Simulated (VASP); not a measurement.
# Si: dielectric tensor with LDA

Crystal: Si.

```xyz
2
Lattice="0.0000 2.7015 2.7015 2.7015 0.0000 2.7015 2.7015 2.7015 0.0000" Properties=species:S:1:pos:R:3 pbc="T T T"
Si    4.0522    4.0522    4.0522
Si    2.7015    2.7015    2.7015
```

```json
{
 "Program": "VASP 6.6.1",
 "Task": "dielectric tensor",
 "Functional": "LDA",
 "Potentials or basis": "VASP PAW LDA potentials, release 64 (Si)",
 "Cutoff": "600 eV",
 "k mesh": "14 × 14 × 14",
 "Occupations": "gaussian, width 0.03 eV",
 "Spin": "no spin polarisation",
 "Monkhorst-Pack mesh": "yes",
 "Further INCAR settings": "ALGO = Normal; EDIFF = 1e-08"
}
```

* Electronic dielectric tensor (diagonal): 13.28
* Born charges (mean of the diagonal): Si +0.00 e

Levels at points of the mesh, in eV from the valence-band top:
```tsv
k point	band 1	band 2	band 3	band 4	band 5	band 6	band 7	band 8
(0.04, 0.04, 0.04)	-12.02	-0.17	0.00	0.00	2.60	2.60	2.60	3.53
```

Electronic dielectric tensor:
```
13.28  0.00  0.00
 0.00 13.28  0.00
 0.00  0.00 13.28
```

Born effective charge tensors (e):
atom 1, Si
```
0.00 0.00 0.00
0.00 0.00 0.00
0.00 0.00 0.00
```
atom 2, Si
```
0.00 0.00 0.00
0.00 0.00 0.00
0.00 0.00 0.00
```

Run time: 12 min on 1 thread of Intel(R) Xeon(R) Platinum 8259CL CPU @ 2.50GHz (Skylake/Cascade Lake), with other jobs on the host, peak memory 0.72 GiB.
